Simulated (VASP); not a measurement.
KCl: single point with r2SCAN

KCl:

```xyz
2
Lattice="0.0000 3.4964 3.4964 3.4964 0.0000 3.4964 3.4964 3.4964 0.0000" Properties=species:S:1:pos:R:3 pbc="T T T"
K     0.0000    0.0000    0.0000
Cl    1.7482    1.7482    1.7482
```

The cell was built by a generator and needn't be a form met in nature.

The cell isn't the ideal one: hydrostatic strain -0.3%.

- Program: VASP 6.6.1
- Task: single point
- Functional: r2SCAN
- Potentials or basis: VASP PAW PBE potentials, release 64 (K_sv, Cl)
- Cutoff: 520 eV
- k mesh: 6 × 6 × 6
- Occupations: gaussian, width 0.01 eV
- Spin: no spin polarisation
- Dipole correction: no
- Further INCAR settings: ALGO = Normal; EDIFF = 1e-06; NBANDS = 15

* Pressure: 0.1 GPa
* Band gap on the k mesh: 5.37 eV, indirect (least direct gap 5.41 eV)

Levels at points of the mesh, in eV from the valence-band top:
```csv
k point,band 6,band 7,band 8,band 9,band 10,band 11
"(0.00, 0.00, 0.00)",-0.04,-0.04,-0.04,5.37,10.16,10.16
"(0.50, 0.00, 0.00)",-0.33,-0.01,-0.01,7.82,8.13,9.69
"(0.50, 0.50, 0.00)",-0.40,0.00,0.00,7.18,8.30,10.96
```

Wall time 2.8 min on 1 thread of Intel(R) Xeon(R) Platinum 8259CL CPU @ 2.50GHz (Skylake/Cascade Lake), on a shared host, peak memory 0.26 GiB.

Caveat: the PAW data sets were made with another functional, which shifts forces and pressure a little. A k mesh can miss the band edges.
